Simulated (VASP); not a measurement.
# SnO2 (Pmmm) in VASP: further runs

One crystal, SnO2, is run at these levels: LDA, PBE; tasks: relaxation of cell and atoms.

Everything below comes from runs of VASP 6.6.1. Logs are shortened: lines on timing, memory, paths and dates and some standing lists are left out, and cuts for length are marked.

## Step 1: The crystal as given

Symmetry: Pmmm, No. 47, orthorhombic system. Conventional cell: a = 3.023 Å, b = 4.965 Å, c = 5.977 Å, α = 90.00°, β = 90.00°, γ = 90.00°. Around Sn (site symmetry mmm) lie 4 O at 2.02 Å. O (site symmetry mm2) has 2 Sn at 2.02 Å as nearest neighbours.

The cell was built by a generator and needn't be a form met in nature.

## Step 2: Relaxation of cell and atoms, LDA

Contents of INCAR:

```
SYSTEM = SnO2
PREC     = Accurate       ! precision mode
ENCUT    = 600            ! plane-wave cutoff, eV
EDIFF    = 1E-6           ! SCF threshold, eV
ISMEAR   = -1             ! smearing method
SIGMA    = 0.05           ! smearing width, eV
LREAL    = .False.        ! projectors in reciprocal space
LASPH    = .True.         ! aspherical terms in the spheres
NELM     = 80             ! most SCF steps
ALGO     = Normal         ! electronic algorithm
ISIF     = 3              ! what is computed and relaxed
LWAVE    = .False.        ! write WAVECAR
LCHARG   = .False.        ! write CHGCAR
IBRION   = 2              ! ionic algorithm
NSW      = 60             ! ionic steps
EDIFFG   = -0.01          ! ionic threshold
```

Contents of KPOINTS:

```
Automatic mesh
0
Gamma
  9 6 5
  0 0 0
```

Contents of POSCAR:

```
SnO2
1.0
    3.0232700000      0.0000000000      0.0000000000
    0.0000000000      4.9646800000      0.0000000000
    0.0000000000      0.0000000000      5.9769600000
Sn O
1 2
Direct
    0.5000000000      0.5000000000      0.0000000000
    0.0000000000      0.5000000000      0.7757200000
    0.0000000000      0.5000000000      0.2242800000
```

Potentials or basis: VASP PAW LDA potentials, release 64 (Sn_d, O).

Command:

```console
$ cat potpaw_LDA.64/Sn_d/POTCAR potpaw_LDA.64/O/POTCAR > POTCAR
$ mpirun -np 1 vasp_std > vasp.out
```

OUTCAR:

```text
SYSTEM = SnO2
   PREC = Accurate
   ENCUT = 600
   EDIFF = 1E-6
   ISMEAR = -1
   LREAL = .False.
   LASPH = .True.
   NELM = 80
   ISIF = 3
   IBRION = 2
   NSW = 60
   EDIFFG = -0.01

 ion  position               nearest neighbor table
   1  0.500  0.500  0.000-   2 2.02   3 2.02   2 2.02   3 2.02
   2  0.000  0.500  0.776-   1 2.02   1 2.02
   3  0.000  0.500  0.224-   1 2.02   1 2.02

  LATTYP: Found a simple orthorhombic cell.
 ALAT       =     3.0232700000
 B/A-ratio  =     1.6421556791
 C/A-ratio  =     1.9769851849

  Lattice vectors:

 A1 = (   3.0232700000,   0.0000000000,   0.0000000000)
 A2 = (   0.0000000000,   4.9646800000,   0.0000000000)
 A3 = (   0.0000000000,   0.0000000000,   5.9769600000)

Analysis of symmetry for initial positions (statically):
=====================================================================
 Subroutine PRICEL returns:
 Original cell was already a primitive cell.

 Routine SETGRP: Setting up the symmetry group for a
 simple orthorhombic supercell.

 Subroutine GETGRP returns: Found  8 space group operations
 (whereof  8 operations were pure point group operations)
 out of a pool of  8 trial point group operations.

The static configuration has the point symmetry D_2h.

Analysis of symmetry for dynamics (positions and initial velocities):
=====================================================================
 Subroutine PRICEL returns:
 Original cell was already a primitive cell.

 Routine SETGRP: Setting up the symmetry group for a
 simple orthorhombic supercell.

 Subroutine GETGRP returns: Found  8 space group operations
 (whereof  8 operations were pure point group operations)
 out of a pool of  8 trial point group operations.

The dynamic configuration has the point symmetry D_2h.

 Subroutine INISYM returns: Found  8 space group operations
 (whereof  8 operations are pure point group operations),
 and found     1 'primitive' translations

----------------------------------------------------------------------------------------

                                     Primitive cell

  volume of cell :      89.7116

  direct lattice vectors                    reciprocal lattice vectors
     3.023270000  0.000000000  0.000000000     0.330767679  0.000000000  0.000000000
     0.000000000  4.964680000  0.000000000     0.000000000  0.201422851  0.000000000
     0.000000000  0.000000000  5.976960000     0.000000000  0.000000000  0.167309134

  length of vectors
     3.023270000  4.964680000  5.976960000     0.330767679  0.201422851  0.167309134

  position of ions in fractional coordinates (direct lattice)
     0.500000000  0.500000000  0.000000000
     0.000000000  0.500000000  0.775720000
     0.000000000  0.500000000  0.224280000

  ion indices of the primitive-cell ions
   primitive index   ion index
                 1           1
                 2           2
                 3           3

----------------------------------------------------------------------------------------

 KPOINTS: Automatic mesh

Automatic generation of k-mesh.
 Grid dimensions read from file:
 generate k-points for:    9    6    5

 Generating k-lattice:

  Cartesian coordinates                     Fractional coordinates (reciprocal lattice)
     0.036751964  0.000000000  0.000000000     0.111111111  0.000000000  0.000000000
     0.000000000  0.033570475  0.000000000     0.000000000  0.166666667  0.000000000
     0.000000000  0.000000000  0.033461827     0.000000000  0.000000000  0.200000000

  Length of vectors
     0.036751964  0.033570475  0.033461827

  Shift w.r.t. Gamma in fractional coordinates (k-lattice)
     0.000000000  0.000000000  0.000000000

 Subroutine IBZKPT returns following result:
 ===========================================

 Found     60 irreducible k-points:

 Following reciprocal coordinates:
            Coordinates               Weight
  0.000000  0.000000  0.000000      1.000000
  0.111111  0.000000  0.000000      2.000000
  0.222222  0.000000  0.000000      2.000000
  0.333333  0.000000  0.000000      2.000000
  0.444444  0.000000  0.000000      2.000000
  0.000000  0.166667  0.000000      2.000000
[... 16 lines left out ...]
  0.222222  0.000000  0.200000      4.000000
  0.333333  0.000000  0.200000      4.000000
 [... further k-points ...]
   k-points           NKPTS =     60   k-points in BZ     NKDIM =     60   number of bands    NBANDS=     17
   number of dos      NEDOS =    301   number of ions     NIONS =      3
   total plane-waves  NPLWV =  46080
   dimension x,y,z NGX =    24 NGY =   40 NGZ =   48
   dimension x,y,z NGXF=    48 NGYF=   80 NGZF=   96
   ions per type =               1   2
   NGX,Y,Z   is equivalent  to a cutoff of  13.20, 13.39, 13.35 a.u.
   NGXF,Y,Z  is equivalent  to a cutoff of  26.39, 26.79, 26.70 a.u.
 SYSTEM =  SnO2
   PREC   = accura    normal or accurate (medium, high low for compatibility)
   ISTART =      0    job   : 0-new  1-cont  2-samecut
   ICHARG =      2    charge: 1-file 2-atom 10-const
   ISPIN  =      1    spin polarized calculation?
   LNONCOLLINEAR =      F non collinear calculations
   LSORBIT =      F    spin-orbit coupling
   LASPH  =      T    aspherical Exc in radial PAW
   ENCUT  =  600.0 eV  44.10 Ry    6.64 a.u.   6.04  9.92 11.94*2*pi/ulx,y,z
   NELM   =     80;   NELMIN=  2; NELMDL= -5     # of ELM steps
   EDIFF  = 0.1E-05   stopping-criterion for ELM
   LREAL  =      F    real-space projection
   EDIFFG = -.1E-01   stopping-criterion for IOM
   NSW    =     60    number of steps for IOM
   IBRION =      2    ionic relax: 0-MD 1-quasi-New 2-CG
   NFREE  =      1    steps in history (QN), initial steepest desc. (CG)
   ISIF   =      3    stress and relaxation
   ISYM   =      2    0-nonsym 1-usesym 2-fastsym
   POTIM  = 0.5000    time-step for ionic-motion
   TEBEG  =    0.0;   TEEND  =   0.0 temperature during run
   PSTRESS=    0.0 pullay stress
   NELECT =      26.0000    total number of electrons
   NUPDOWN=      -1.0000    fix difference up-down
   EMIN   =  10.00;   EMAX   =-10.00  energy-range for DOS
   EFERMI =   0.00;   METHOD = LEGACY
   ISMEAR =    -1;   SIGMA  =   0.05  broadening in eV -4-tet -1-fermi 0-gaus
   EFERMI_NEDOS =   21; number of points for ismear=-14 and -15
   IALGO  =     38    algorithm
   IMIX   =      4    mixing-type and parameters
     AMIX     =   0.40;   BMIX     =  1.00
     AMIX_MAG =   1.60;   BMIX_MAG =  1.00
  volume/ion in A,a.u.               =      29.90       201.80
  Fermi-wavevector in a.u.,A,eV,Ry     =   1.083386  2.047302 15.969492  1.173725
  Thomas-Fermi vector in A             =   2.219450
   LORBIT       =      0    0 simple, 1 ext, 2 COOP (PROOUT), +10 PAW based schemes
   GGA     = CA    functional components
   LHFCALC =     F    Hartree Fock is set to
   AEXX    =    0.0000 exact exchange contribution
   IVDW    =     0    specifies the selected vdW correction
   LEPSILON=     F    determine dielectric tensor
   LRPA    =     F    only Hartree local field effects (RPA)
 conjugate gradient relaxation of ions
 non-spin polarized calculation
  energy-cutoff  :      600.00
  volume of cell :       89.71
 maximum number of plane-waves:      3022
   NGX = 13   NGY = 19   NGZ = 23

--------------------------------------- Ionic step        1  -------------------------------------------

 number of electron      25.9999999 magnetization

 Free energy of the ion-electron system (eV)
  ---------------------------------------------------
  ext. energy  EPLUGINS =         0.00000000
  ---------------------------------------------------
  free energy    TOTEN  =       -17.85819358 eV

  energy without entropy =      -17.85819335  energy(sigma->0) =      -17.85819346

------------------------ aborting loop because EDIFF is reached ----------------------------------------

  FORCE on cell =-STRESS in cart. coord.  units (eV):
  Direction    XX          YY          ZZ          XY          YZ          ZX
  --------------------------------------------------------------------------------------
  -------------------------------------------------------------------------------------
  Total       -2.3854330      0.0737105     -1.6708933      0.0000000      0.0000000      0.0000000
  in kB      -42.6019285      1.3164112    -29.8408197      0.0000000      0.0000000      0.0000000
  external PRESSURE =     -23.7087790 kB  Pullay stress =       0.0000000 kB
[... 92 lines left out ...]
  FREE ENERGIE OF THE ION-ELECTRON SYSTEM (eV)
  ---------------------------------------------------
  free  energy   TOTEN  =       -17.8853371397 eV

  energy  without entropy=      -17.8853369913  energy(sigma->0) =      -17.88533707

[... ionic steps 4 to 50 ...]

--------------------------------------- Ionic step       51  -------------------------------------------

 number of electron      26.0000009 magnetization

------------------------ aborting loop because EDIFF is reached ----------------------------------------

  FORCE on cell =-STRESS in cart. coord.  units (eV):
  Direction    XX          YY          ZZ          XY          YZ          ZX
  --------------------------------------------------------------------------------------
  -------------------------------------------------------------------------------------
  Total       -0.0264796      0.0074658      0.0343407      0.0000000      0.0000000      0.0000000
  in kB       -0.4462868      0.1258276      0.5787767      0.0000000      0.0000000      0.0000000
  external PRESSURE =       0.0861058 kB  Pullay stress =       0.0000000 kB
[... 59 lines left out ...]
  energy  without entropy=      -17.8953868210  energy(sigma->0) =      -17.89538691

--------------------------------------- Ionic step       53  -------------------------------------------

 number of electron      26.0000009 magnetization

 Free energy of the ion-electron system (eV)
  ---------------------------------------------------
  ext. energy  EPLUGINS =         0.00000000
  ---------------------------------------------------
  free energy    TOTEN  =       -17.89539761 eV

  energy without entropy =      -17.89539743  energy(sigma->0) =      -17.89539752

 E-fermi :  -0.8979     XC(G=0):  -6.3780

 val. band max:       -1.5703576496   @ k =   0.4444   0.5000   0.0000
 cond. band min:      -0.3399058727   @ k =   0.0000   0.0000   0.0000
 fundamental gap:      1.2304517769
 Fermi energy:        -0.8979112285

 k-point     1 :       0.0000    0.0000    0.0000
  band No.  band energies     occupation
      1     -23.0469      2.00000
      2     -22.1665      2.00000
      3     -22.0806      2.00000
      4     -22.0322      2.00000
      5     -22.0170      2.00000
      6     -18.7617      2.00000
[... 9 lines left out ...]
     16       4.4352      0.00000
     17       4.9392      0.00000
[... 443 lines left out ...]
      1     -22.8668      2.00000
      2     -22.4896      2.00000
      3     -22.2171      2.00000
      4     -22.1417      2.00000
      5     -21.8066      2.00000
      6     -18.6450      2.00000
[... 9 lines left out ...]
     16       5.0927      0.00000
     17       6.9737      0.00000

 [... further k-points ...]
[... 5 lines left out ...]
  --------------------------------------------------------------------------------------
  -------------------------------------------------------------------------------------
  Total       -0.0290686     -0.0099368      0.0252991     -0.0000000      0.0000000      0.0000000
  in kB       -0.4898500     -0.1674506      0.4263284     -0.0000000      0.0000000      0.0000000
  external PRESSURE =      -0.0769908 kB  Pullay stress =       0.0000000 kB
[... 18 lines left out ...]
  FREE ENERGIE OF THE ION-ELECTRON SYSTEM (eV)
  ---------------------------------------------------
  free  energy   TOTEN  =       -17.8953976136 eV

  energy  without entropy=      -17.8953974278  energy(sigma->0) =      -17.89539752

 reached required accuracy - stopping structural energy minimisation
```

It took 14 min on 1 thread of Intel Xeon 6975P-C (Granite Rapids), shared host; peak memory 0.26 GiB.

Results:

* Free energy: -17.8954 eV
* Relaxed volume: 31.69 Å³/atom
* Relaxed cell: a = 2.984 Å, b = 5.636 Å, c = 5.652 Å, α = 90.00°, β = 90.00°, γ = 90.00°
* Space group after relaxing (to 0.05 Å): Pmmm (No. 47)
* Energy gained by relaxing: 12.4 meV/atom
* Ionic steps: 53
* Pressure after relaxing: 0.0 GPa
* Largest force after relaxing: 0.009 eV/Å
* Band gap on the k mesh: 1.23 eV, indirect (least direct gap 1.91 eV)

Forces on the atoms (eV/Å):
```
Sn   0.000  0.000  0.000
O    0.000  0.000  0.009
O    0.000  0.000 -0.009
```

Stress tensor (GPa, compression positive):
```
-0.05  0.00  0.00
 0.00 -0.02  0.00
 0.00  0.00  0.04
```

The path:
```tsv
step	energy change (eV)	largest force (eV/Å)	pressure (GPa)	volume (Å³)
1	0.0000	0.5595	-2.37	89.71
3	-0.0271	0.0263	-0.06	87.92
5	-0.0272	0.0548	0.06	87.84
7	-0.0278	0.0017	0.08	87.89
9	-0.0285	0.0106	-0.01	88.01
11	-0.0296	0.0506	-0.45	88.54
13	-0.0299	0.0369	-0.43	88.56
15	-0.0309	0.0235	-0.35	88.66
17	-0.0322	0.1155	-0.06	88.74
19	-0.0347	0.0497	0.13	88.80
21	-0.0348	0.0129	-0.04	88.93
23	-0.0348	0.0097	-0.02	88.92
25	-0.0349	0.0076	0.06	88.93
27	-0.0350	0.0130	0.07	89.15
29	-0.0354	0.0347	0.09	90.15
31	-0.0356	0.0634	0.11	91.51
33	-0.0358	0.0640	0.10	91.80
35	-0.0364	0.0640	0.06	92.92
37	-0.0363	0.0645	-0.15	97.43
39	-0.0370	0.0642	-0.04	95.28
41	-0.0371	0.0224	0.04	95.11
43	-0.0372	0.0015	0.09	95.02
45	-0.0372	0.0061	0.07	95.04
47	-0.0372	0.0070	0.03	95.05
49	-0.0372	0.0078	0.01	95.06
51	-0.0372	0.0094	0.01	95.06
53	-0.0372	0.0093	-0.01	95.08
```

Final structure:
```cif
data_structure
_symmetry_space_group_name_H-M 'P 1'
_symmetry_Int_Tables_number 1
_cell_length_a 2.9843
_cell_length_b 5.6363
_cell_length_c 5.6523
_cell_angle_alpha 90.000
_cell_angle_beta 90.000
_cell_angle_gamma 90.000
_cell_volume 95.08
loop_
_atom_site_label
_atom_site_type_symbol
_atom_site_fract_x
_atom_site_fract_y
_atom_site_fract_z
_atom_site_occupancy
Sn1 Sn 0.50000 0.50000 0.00000 1
O1 O 0.00000 0.50000 0.76586 1
O2 O 0.00000 0.50000 0.23414 1
```

Caveat: spin-orbit coupling is left out, which moves the levels of the heavy elements; an odd mesh through Γ misses points on the zone boundary, where band edges often lie. Expect the measured gap to be larger: semilocal functionals such as LDA lack the derivative discontinuity.

(Part 1 of 2 ends here.)
